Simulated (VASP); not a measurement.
Write the native input for VASP 6.6.1 that does the following.

* Task: relaxation of cell and atoms
* Functional: PBEsol
* Potentials or basis: VASP PAW PBE potentials, release 64 (Zn, Au)
* Cutoff: 600 eV
* k mesh: 9 × 9 × 9
* Occupations: fermi-dirac, width 0.15 eV
* Spin: no spin polarisation
* Dipole correction: no
* Further INCAR settings: ALGO = Normal; EDIFF = 1e-06; IBRION = 2; EDIFFG = -0.05; NSW = 80; ISIF = 3

The structure of ZnAu lies in POSCAR:

```
ZnAu
1.0
    3.1470000000      0.0000000000      0.0000000000
    0.0000000000      3.1470000000      0.0000000000
    0.0000000000      0.0000000000      3.1470000000
Zn Au
1 1
Direct
    0.5000000000      0.5000000000      0.5000000000
    0.0000000000      0.0000000000      0.0000000000
```

One way to write it, as run:

INCAR

```
SYSTEM = ZnAu
ALGO = Normal
EDIFF = 1E-6
EDIFFG = -0.05
ENCUT = 600
GGA = PS
IBRION = 2
ISIF = 3
ISMEAR = -1
LASPH = .TRUE.
LCHARG = .FALSE.
LREAL = .FALSE.
LWAVE = .FALSE.
NELM = 100
NSW = 80
PREC = Accurate
SIGMA = 0.15
```

KPOINTS

```
k-points
0
G
  9 9 9
  0 0 0
```

Potentials or basis: VASP PAW PBE potentials, release 64 (Zn, Au).

Command:

```bash
$ cat potpaw_PBE.64/Zn/POTCAR potpaw_PBE.64/Au/POTCAR > POTCAR
$ mpirun -np 1 vasp_std > vasp.out
```

Results of the run:

```json
{"Relaxed volume": "15.36 Å³/atom", "Relaxed cell": "a = 3.132 Å, b = 3.132 Å, c = 3.132 Å, α = 90.00°, β = 90.00°, γ = 90.00°", "Space group after relaxing (to 0.05 Å)": "Pm-3m (No. 221)", "Energy gained by relaxing": "1.4 meV/atom", "Ionic steps": "3", "Pressure after relaxing": "-0.1 GPa", "Band gap on the k mesh": "none (metal or under the smearing width)"}
```

Caveat: the PAW data sets were made with another functional, which shifts forces and pressure a little.

Wall time 18 s on 1 thread of Intel(R) Xeon(R) 6975P-C (Granite Rapids) (shared host), peak memory 0.17 GiB.
